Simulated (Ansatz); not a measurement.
## Computed properties of KCl

```
K Cl
1.0
     0.00000    3.15610    3.15610
     3.15610    0.00000    3.15610
     3.15610    3.15610    0.00000
K Cl
1 1
Direct
  0.00000 0.00000 0.00000
  0.50000 0.50000 0.50000
```

Atoms are numbered in the order listed.

The structure is an experimental refinement, used without relaxation.

Methods: DFT, LDA, all-electron LAPW, scalar-relativistic (Ansatz 0.2.0); DFT, LDA, PAW with Ansatz's default frozen-core files, scalar-relativistic (Ansatz 0.2.0).

For LAPW: a Γ-centred 7×7×7 k mesh, Fermi–Dirac smearing of 0.03 eV, basis error target 1 meV/atom, no spin polarisation. PAW takes a cutoff of 420 eV at this cell (files made with PBE, cores remade for this functional). The Ansatz runs share mesh, smearing and spin set-up. Values come from LAPW unless marked.

```json
{
  "Pressure at this cell": "-2.08 GPa",
  "Band gap": "4.71 eV, direct at Γ",
  "Löwdin charges (with 0.06 e of the cell spilling out of the atomic basis, so their sizes and signs hang on that basis)": "K1 0.75, Cl2 -0.68 e",
  "Bader charges (from the PAW run)": "K1 +0.82, Cl2 -0.82 e",
  "Volume per atom": "31.44 Å³"
}
```
